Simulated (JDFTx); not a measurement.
# KCl (Sylvite) (Fm-3m) in JDFTx: notebook

Runs on KCl (Sylvite). Level: PBEsol. Tasks: relaxation of the atoms.

All numbers are computed with JDFTx 1.7.0 (patched build); they aren't measurements. Logs are shortened: lines on timing, memory, paths and dates and some standing lists are left out, and cuts for length are marked. The log counts tension as positive stress, the text compression.

### Step 1. The undisturbed crystal

Symmetry: Fm-3m, No. 225, cubic system. Conventional cell: a = 6.293 Å, b = 6.293 Å, c = 6.293 Å, α = 90.00°, β = 90.00°, γ = 90.00°. Around K (site symmetry m-3m) lie 6 Cl at 3.15 Å. Cl (site symmetry m-3m) has 6 K at 3.15 Å as nearest neighbours.

### Step 2. Relaxation of the atoms, PBEsol (relaxed cell strained by 0.01 in Voigt component 1)

Contents of KCl.in:

```
lattice \
    0.0000000000     5.9568284937     5.9568284937 \
    5.8978499937     0.0000000000     5.8978499937 \
    5.8978499937     5.8978499937     0.0000000000
coords-type Lattice
ion K      0.0000000000     0.0000000000     0.0000000000 1
ion Cl     0.5000000000     0.5000000000     0.5000000000 1

ion-species pseudo/K.upf
ion-species pseudo/Cl.upf
elec-cutoff 37 296
elec-ex-corr gga-PBEsol
kpoint-folding 7 7 7
elec-smearing Fermi 0.0018374661
elec-n-bands 14
electronic-SCF nIterations 100 energyDiffThreshold 1e-10
electronic-minimize nIterations 30 energyDiffThreshold 1e-7
forces-output-coords Cartesian
ionic-minimize nIterations 20 energyDiffThreshold 1e-8 knormThreshold 2e-5

dump-name run.$VAR
dump End Ecomponents EigStats BandEigs Kpoints Forces Stress
```

Potentials or basis: PseudoDojo-SR-PBEsol-0.4.1-standard.

Launch:

```
$ jdftx -c 1 -i KCl.in -o KCl.out
```

What it wrote:

```text
*************** JDFTx 1.7.0 (patched build) ***************

Input parsed successfully to the following command list (including defaults):
[... the input with its defaults ...]

---------- Setting up symmetries ----------

Non-trivial transmission matrix:
[   1   0   0  ]
[   0   1   0  ]
[   0  -1   1  ]
with reduced lattice vectors:
[      0.000000      0.000000      5.956828  ]
[      5.897850     -5.897850      5.897850  ]
[      5.897850      5.897850      0.000000  ]

Found 16 point-group symmetries of the bravais lattice
Found 16 space-group symmetries with basis
Applied RMS atom displacement 0 bohrs to make symmetries exact.

---------- Initializing the Grid ----------
R =
[            0      5.95683      5.95683  ]
[      5.89785            0      5.89785  ]
[      5.89785      5.89785            0  ]
unit cell volume = 414.412
G =
[  -0.527394   0.532667   0.532667  ]
[   0.527394  -0.532667   0.532667  ]
[   0.527394   0.532667  -0.532667  ]
Minimum fftbox size, Smin = [  68  68  68  ]
Chosen fftbox size, S = [  70  70  70  ]

---------- Initializing tighter grid for wavefunction operations ----------
R =
[            0      5.95683      5.95683  ]
[      5.89785            0      5.89785  ]
[      5.89785      5.89785            0  ]
unit cell volume = 414.412
G =
[  -0.527394   0.532667   0.532667  ]
[   0.527394  -0.532667   0.532667  ]
[   0.527394   0.532667  -0.532667  ]
Minimum fftbox size, Smin = [  48  48  48  ]
Chosen fftbox size, S = [  48  48  48  ]

---------- Exchange Correlation functional ----------
Initalized PBEsol GGA exchange.
Initalized PBEsol GGA correlation.

---------- Setting up pseudopotentials ----------
Width of ionic core gaussian charges (only for fluid interactions / plotting) set to 0

Reading pseudopotential file 'pseudo/K.upf':
  'K' pseudopotential, 'PBESOL' functional
  Generated using ONCVPSP code by D. R. Hamann
  9 valence electrons, 3 orbitals, 6 projectors, 1001 radial grid points, with lMax = 2
    3S    l: 0   occupation:  2.0   eigenvalue: -1.296039
    3P    l: 1   occupation:  6.0   eigenvalue: -0.690783
    4S    l: 0   occupation:  1.0   eigenvalue: -0.084574
  WARNING: large normalization error in atomic orbital 2s (integral: 0.981092).
  Core radius for overlap checks: 1.56 bohrs.

Reading pseudopotential file 'pseudo/Cl.upf':
  'Cl' pseudopotential, 'PBESOL' functional
  Generated using ONCVPSP code by D. R. Hamann
  7 valence electrons, 2 orbitals, 6 projectors, 1001 radial grid points, with lMax = 2
    3S    l: 0   occupation:  2.0   eigenvalue: -0.757712
    3P    l: 1   occupation:  5.0   eigenvalue: -0.314633
  Core radius for overlap checks: 1.71 bohrs.

Initialized 2 species with 2 total atoms.

Folded 1 k-points by 7x7x7 to 343 k-points.

---------- Setting up k-points, bands, fillings ----------
Reduced to 40 k-points under symmetry.
Computing the number of bands and number of electrons
Calculating initial fillings.
nElectrons:  16.000000   nBands: 14   nStates: 40

----- Setting up reduced wavefunction bases (one per k-point) -----
average nbasis = 4455.251 , ideal nbasis = 4454.809

---------- Setting up ewald sum ----------
Optimum gaussian width for ewald sums = 2.687593 bohr.
Real space sum over 1331 unit cells with max indices [  5  5  5  ]
Reciprocal space sum over 2197 terms with max indices [  6  6  6  ]

---------- Allocating electronic variables ----------
Initializing wave functions:  linear combination of atomic orbitals
Note: number of bands (14) exceeds available atomic orbitals (9)
K pseudo-atom occupations:   s ( 2 1 )  p ( 6 )
Cl pseudo-atom occupations:   s ( 2 )  p ( 5 )
	FillingsUpdate:  mu: +0.202587800  nElectrons: 16.000000
LCAOMinimize: Iter:   0  F: -43.4922497828027730  |grad|_K:  2.190e-03  alpha:  1.000e+00
	FillingsUpdate:  mu: +0.192041957  nElectrons: 16.000000
LCAOMinimize: Iter:   1  F: -43.5059236103967280  |grad|_K:  3.164e-05  alpha:  6.501e-01  linmin: -2.145e-01  cgtest:  7.919e-01
LCAOMinimize: Encountered beta<0, resetting CG.
	FillingsUpdate:  mu: +0.191890933  nElectrons: 16.000000
LCAOMinimize: Iter:   2  F: -43.5059262158733162  |grad|_K:  3.787e-06  alpha:  6.639e-01  linmin:  5.144e-03  cgtest: -7.965e-03
	FillingsUpdate:  mu: +0.191892897  nElectrons: 16.000000
LCAOMinimize: Iter:   3  F: -43.5059262634937056  |grad|_K:  3.034e-07  alpha:  8.479e-01  linmin: -4.594e-04  cgtest:  1.431e-02
	FillingsUpdate:  mu: +0.191893488  nElectrons: 16.000000
LCAOMinimize: Iter:   4  F: -43.5059262638335582  |grad|_K:  1.379e-08  alpha:  9.421e-01  linmin:  6.557e-05  cgtest: -2.951e-03
LCAOMinimize: Converged (|Delta F|<1.000000e-06 for 2 iters).

-------- Electronic minimization -----------
Will mix electronic density at each iteration.
	FillingsUpdate:  mu: +0.191893488  nElectrons: 16.000000
	FillingsUpdate:  mu: +0.177659127  nElectrons: 16.000000
SCF: Cycle:  0   F: -43.521283369693307   dF: -1.536e-02   |Residual|: 8.650e-02   |deigs|: 1.574e-01
	FillingsUpdate:  mu: +0.100000000  nElectrons: 16.000000
SCF: Cycle:  1   F: -43.534069933581584   dF: -1.279e-02   |Residual|: 1.985e-02   |deigs|: 2.360e-02
	FillingsUpdate:  mu: +0.100000000  nElectrons: 16.000000
SCF: Cycle:  2   F: -43.535271136035874   dF: -1.201e-03   |Residual|: 5.372e-03   |deigs|: 7.591e-03
	FillingsUpdate:  mu: +0.100000000  nElectrons: 16.000000
SCF: Cycle:  3   F: -43.535368221101010   dF: -9.709e-05   |Residual|: 9.722e-04   |deigs|: 2.622e-03
	FillingsUpdate:  mu: +0.100000000  nElectrons: 16.000000
SCF: Cycle:  4   F: -43.535389597470186   dF: -2.138e-05   |Residual|: 5.330e-04   |deigs|: 1.134e-03
	FillingsUpdate:  mu: +0.100000000  nElectrons: 16.000000
SCF: Cycle:  5   F: -43.535394026835625   dF: -4.429e-06   |Residual|: 1.123e-04   |deigs|: 5.012e-04
	FillingsUpdate:  mu: +0.100000000  nElectrons: 16.000000
SCF: Cycle:  6   F: -43.535395719485408   dF: -1.693e-06   |Residual|: 6.731e-05   |deigs|: 4.794e-04
	FillingsUpdate:  mu: +0.100000000  nElectrons: 16.000000
SCF: Cycle:  7   F: -43.535396502903978   dF: -7.834e-07   |Residual|: 1.882e-05   |deigs|: 3.243e-04
	FillingsUpdate:  mu: +0.100000000  nElectrons: 16.000000
SCF: Cycle:  8   F: -43.535396821520983   dF: -3.186e-07   |Residual|: 1.216e-05   |deigs|: 3.798e-04
	FillingsUpdate:  mu: +0.100000000  nElectrons: 16.000000
SCF: Cycle:  9   F: -43.535396996584119   dF: -1.751e-07   |Residual|: 3.466e-06   |deigs|: 5.719e-04
	FillingsUpdate:  mu: +0.100000000  nElectrons: 16.000000
SCF: Cycle: 10   F: -43.535397046144844   dF: -4.956e-08   |Residual|: 3.714e-06   |deigs|: 4.940e-04
	FillingsUpdate:  mu: +0.100000000  nElectrons: 16.000000
SCF: Cycle: 11   F: -43.535397083732072   dF: -3.759e-08   |Residual|: 5.994e-06   |deigs|: 7.327e-04
	FillingsUpdate:  mu: +0.100000000  nElectrons: 16.000000
SCF: Cycle: 12   F: -43.535397091814488   dF: -8.082e-09   |Residual|: 7.050e-06   |deigs|: 2.933e-04
	FillingsUpdate:  mu: +0.100000000  nElectrons: 16.000000
SCF: Cycle: 13   F: -43.535397098258990   dF: -6.445e-09   |Residual|: 8.658e-06   |deigs|: 4.878e-04
	FillingsUpdate:  mu: +0.100000000  nElectrons: 16.000000
SCF: Cycle: 14   F: -43.535397099708113   dF: -1.449e-09   |Residual|: 9.397e-06   |deigs|: 1.770e-04
	FillingsUpdate:  mu: +0.100000000  nElectrons: 16.000000
SCF: Cycle: 15   F: -43.535397100737491   dF: -1.029e-09   |Residual|: 1.030e-05   |deigs|: 2.304e-04
	FillingsUpdate:  mu: +0.100000000  nElectrons: 16.000000
SCF: Cycle: 16   F: -43.535397101050087   dF: -3.126e-10   |Residual|: 8.911e-06   |deigs|: 1.266e-04
	FillingsUpdate:  mu: +0.100000000  nElectrons: 16.000000
SCF: Cycle: 17   F: -43.535397101230167   dF: -1.801e-10   |Residual|: 5.644e-06   |deigs|: 1.634e-04
	FillingsUpdate:  mu: +0.100000000  nElectrons: 16.000000
SCF: Cycle: 18   F: -43.535397101281269   dF: -5.110e-11   |Residual|: 5.018e-06   |deigs|: 9.320e-05
	FillingsUpdate:  mu: +0.100000000  nElectrons: 16.000000
SCF: Cycle: 19   F: -43.535397101286996   dF: -5.727e-12   |Residual|: 6.401e-06   |deigs|: 2.163e-04
SCF: Converged (|Delta E|<1.000000e-10 for 2 iters).

Setting wave functions to eigenvectors of Hamiltonian

# Stress tensor in Cartesian coordinates [Eh/a0^3]:
[  1.37155e-05            0            0  ]
[            0  2.16305e-06            0  ]
[            0            0  2.16305e-06  ]

# Ionic positions in lattice coordinates:
ion K   0.000000000000000   0.000000000000000   0.000000000000000 1
ion Cl   0.500000000000000   0.500000000000000   0.500000000000000 1

# Forces in Cartesian coordinates:
force K  -0.000000000000000  -0.000000000000000   0.000000000000000 1
force Cl  -0.000000000000000   0.000000000000000  -0.000000000000000 1

# Energy components:
   Eewald =      -30.9810438956140395
       EH =        9.8133396243631630
     Eloc =      -36.8870604640411344
      Enl =        6.4971614560247781
      Exc =      -10.8143294486641128
 Exc_core =        2.9635177959659145
       KE =       15.8730178306784335
-------------------------------------
     Etot =      -43.5353971012869962
       TS =        0.0000000000000000
-------------------------------------
        F =      -43.5353971012869962

IonicMinimize: Iter:   0  F: -43.535397101286996  |grad|_K:  9.078e-42
IonicMinimize: Converged (|grad|_K<2.000000e-05).

#--- Lowdin population analysis ---
# oxidation-state K +0.740
# oxidation-state Cl -0.683

Dumping 'run.eigStats' ...
	eMin: -0.958209 at state 0 ( [ +0.000000 +0.000000 +0.000000 ] spin 0 )
	HOMO: +0.034435 at state 0 ( [ +0.000000 +0.000000 +0.000000 ] spin 0 )
	mu  : +0.100000
	LUMO: +0.220776 at state 0 ( [ +0.000000 +0.000000 +0.000000 ] spin 0 )
	eMax: +0.483337 at state 27 ( [ +0.142857 +0.428571 -0.285714 ] spin 0 )
	HOMO-LUMO gap: +0.186341
	Optical gap  : +0.186341 at state 0 ( [ +0.000000 +0.000000 +0.000000 ] spin 0 )
Done!
[note: mu as printed may lie anywhere between the filled and the empty levels]
```

Run time: 2.2 min. Hardware: 1 thread of Intel Xeon Platinum 8488C (Sapphire Rapids), shared host; peak memory 0.2 GiB.

Results:

| Quantity | Value |
| --- | --- |
| Free energy | -1184.6585 eV |
| Pressure after relaxing | -0.2 GPa |
| Band gap on the k mesh | 5.07 eV, direct |
| Loewdin charges | K +0.74; Cl -0.68 e |

Stress tensor (GPa, compression positive):
```
-0.40  0.00  0.00
 0.00 -0.06  0.00
 0.00  0.00 -0.06
```

Final structure:
```xyz
2
Lattice="0.0000 3.1210 3.1210 3.1522 0.0000 3.1210 3.1522 3.1210 0.0000" Properties=species:S:1:pos:R:3 pbc="T T T"
K     0.0000    0.0000    0.0000
Cl    3.1522    3.1210    3.1210
```

Caveat: the relaxation stopped at its first step, so nothing moved; an odd mesh through Γ misses points on the zone boundary, where band edges often lie.

### Step 3. Relaxation of the atoms, PBEsol (relaxed cell strained by -0.01 in Voigt component 1)

KCl.in: that of step 2 with these lines changed.

```diff
@@ -1,3 +1,3 @@
 lattice \
-    0.0000000000     5.9568284937     5.9568284937 \
+    0.0000000000     5.8388714938     5.8388714938 \
     5.8978499937     0.0000000000     5.8978499937 \
```

Potentials or basis: PseudoDojo-SR-PBEsol-0.4.1-standard.

Launch:

```
$ jdftx -c 1 -i KCl.in -o KCl.out
```

Run time: 2.1 min. Hardware: 1 thread of Intel Xeon Platinum 8488C (Sapphire Rapids), shared host; peak memory 0.19 GiB.

The run converged. Its results:

| Item | Value |
| --- | --- |
| Free energy | -1184.6584 eV |
| Pressure after relaxing | 0.2 GPa |
| Band gap on the k mesh | 5.13 eV, direct |
| Loewdin charges | K +0.74; Cl -0.68 e |

Stress tensor (GPa, compression positive):
```
0.46 0.00 0.00
0.00 0.06 0.00
0.00 0.00 0.06
```

Final structure:
```
K Cl
1.0
     0.00000    3.12101    3.12101
     3.08980    0.00000    3.12101
     3.08980    3.12101    0.00000
K Cl
1 1
Direct
  0.00000 0.00000 0.00000
  0.50000 0.50000 0.50000
```

Levels at points of the mesh, in eV from the valence-band top:
```
           k point  band 4  band 5  band 6  band 7  band 8  band 9  band 10  band 11  band 12  band 13
(0.00, 0.00, 0.00)  -10.49  -10.49   -0.01   -0.01    0.00    5.13     8.26     8.26     8.33     9.15
```

Caveat: the relaxation stopped at its first step, so nothing moved.

### Step 4. Relaxation of the atoms, PBEsol (relaxed cell strained by 0.01 in Voigt component 4)

KCl.in: that of step 3 with these lines changed.

```diff
@@ -1,5 +1,5 @@
 lattice \
-    0.0000000000     5.8388714938     5.8388714938 \
-    5.8978499937     0.0000000000     5.8978499937 \
-    5.8978499937     5.8978499937     0.0000000000
+    0.0000000000     5.8978499937     5.8978499937 \
+    5.9273392436     0.0294892499     5.8978499937 \
+    5.9273392436     5.8978499937     0.0294892499
 coords-type Lattice
```

Launch:

```
$ jdftx -c 1 -i KCl.in -o KCl.out
```

It took 3.4 min on 1 thread of Intel Xeon Platinum 8488C (Sapphire Rapids), shared host; peak memory 0.27 GiB.

It converged, with:

* Free energy: -1184.6592 eV
* Pressure after relaxing: 0.0 GPa
* Band gap on the k mesh: 5.10 eV, direct
* Loewdin charges: K +0.74; Cl -0.68 e

Stress tensor (GPa, compression positive):
```
 0.00  0.00  0.00
 0.00  0.00 -0.06
 0.00 -0.06  0.00
```

Final structure:
```
CELL_PARAMETERS angstrom
0.00000 3.13661 3.13661
3.12101 0.01561 3.12101
3.12101 3.12101 0.01561
ATOMIC_POSITIONS crystal
K 0.00000 0.00000 0.00000
Cl 0.50000 0.50000 0.50000
```

Levels at points of the mesh, in eV from the valence-band top:
```
           k point  band 5  band 6  band 7  band 8  band 9  band 10  band 11  band 12
(0.00, 0.00, 0.00)  -10.52   -0.02   -0.01    0.00    5.10     8.23     8.28     8.32
```

Caveat: the relaxation stopped at its first step, so nothing moved; an odd mesh through Γ misses points on the zone boundary, where band edges often lie.

### Step 5. Relaxation of the atoms, PBEsol (relaxed cell strained by -0.01 in Voigt component 4)

KCl.in: that of step 4 with these lines changed.

```diff
@@ -2,4 +2,4 @@
     0.0000000000     5.8978499937     5.8978499937 \
-    5.9273392436     0.0294892499     5.8978499937 \
-    5.9273392436     5.8978499937     0.0294892499
+    5.8683607438    -0.0294892499     5.8978499937 \
+    5.8683607438     5.8978499937    -0.0294892499
 coords-type Lattice
```

Launch:

```
$ jdftx -c 1 -i KCl.in -o KCl.out
```

Wall time 3.3 min (1 thread of Intel Xeon Platinum 8488C (Sapphire Rapids), shared host); peak memory 0.28 GiB.

Results (log left out):

| Quantity | Value |
| --- | --- |
| Free energy | -1184.6592 eV |
| Pressure after relaxing | 0.0 GPa |
| Band gap on the k mesh | 5.10 eV, direct |
| Loewdin charges | K +0.74; Cl -0.68 e |

Stress tensor (GPa, compression positive):
```
0.00 0.00 0.00
0.00 0.00 0.06
0.00 0.06 0.00
```

Final structure:
```cif
data_structure
_symmetry_space_group_name_H-M 'P 1'
_symmetry_Int_Tables_number 1
_cell_length_a 4.3917
_cell_length_b 4.4138
_cell_length_c 4.4138
_cell_angle_alpha 60.331
_cell_angle_beta 60.165
_cell_angle_gamma 60.165
_cell_volume 60.80
loop_
_atom_site_label
_atom_site_type_symbol
_atom_site_fract_x
_atom_site_fract_y
_atom_site_fract_z
_atom_site_occupancy
K1 K 0.00000 0.00000 0.00000 1
Cl1 Cl 0.50000 0.50000 0.50000 1
```

Levels at points of the mesh, in eV from the valence-band top:
```
           k point  band 4  band 5  band 6  band 7  band 8  band 9  band 10  band 11  band 12  band 13
(0.00, 0.00, 0.00)  -10.52  -10.52   -0.02   -0.01    0.00    5.10     8.23     8.28     8.32     9.16
```

Caveat: the relaxation stopped at its first step, so nothing moved; an odd mesh through Γ misses points on the zone boundary, where band edges often lie.

### Step 6. Summary

```csv
cell,gap on the mesh (eV),pressure (GPa)
atoms relaxed from: relaxed cell strained by 0.01 in Voigt component 1,5.07,-0.2
atoms relaxed from: relaxed cell strained by -0.01 in Voigt component 1,5.13,0.2
atoms relaxed from: relaxed cell strained by 0.01 in Voigt component 4,5.10,0.0
atoms relaxed from: relaxed cell strained by -0.01 in Voigt component 4,5.10,0.0
```

Alike in all rows: task relaxation of the atoms; level PBEsol; potentials or basis PseudoDojo-SR-PBEsol-0.4.1-standard; no spin polarisation; k mesh 7 × 7 × 7; cutoff (eV) 1007; smearing fermi-dirac 0.05 eV.

Caveats: the relaxation stopped at its first step, so nothing moved; an odd mesh through Γ misses points on the zone boundary, where band edges often lie (some runs).

Absolute energies hang on the potentials; compare differences alone.
